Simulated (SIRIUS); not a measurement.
The system is Ta.

```xyz
1
Lattice="-1.6513 1.6513 1.6513 1.6513 -1.6513 1.6513 1.6513 1.6513 -1.6513" Properties=species:S:1:pos:R:3 pbc="T T T"
Ta    0.0000    0.0000    0.0000
```

Base run:

* Program: SIRIUS 7.10.0
* Functional: revPBE
* Potentials or basis: PseudoDojo 0.4.1 PBE standard (scalar relativistic)
* Cutoff: 807 eV
* Density cutoff: 3227 eV
* k mesh: 11 × 11 × 11
* Occupations: fermi-dirac, width 0.05 eV
* Spin: no spin polarisation

Its results: band gap on the k mesh none (metal or under the smearing width); pressure 5.0 GPa.

**Question.** After a change of settings the same cell gave: band gap on the k mesh none (metal or under the smearing width); pressure 2.5 GPa. Which change was it?
A. functional from revPBE to PBE; libxc names from ["XC_GGA_X_PBE_R", "XC_GGA_C_PBE"] to ["XC_GGA_X_PBE", "XC_GGA_C_PBE"]
B. functional from revPBE to LDA; libxc names from ["XC_GGA_X_PBE_R", "XC_GGA_C_PBE"] to ["XC_LDA_X", "XC_LDA_C_PW"]
C. functional from revPBE to N12; libxc names from ["XC_GGA_X_PBE_R", "XC_GGA_C_PBE"] to ["XC_GGA_X_N12", "XC_GGA_C_N12"]
D. functional from revPBE to APBE; libxc names from ["XC_GGA_X_PBE_R", "XC_GGA_C_PBE"] to ["XC_GGA_X_APBE", "XC_GGA_C_APBE"]

**Answer.** A.

Caveats: the potentials were made for another functional, which shifts forces and pressure (some runs).

Not every run made on this cell is shown here.
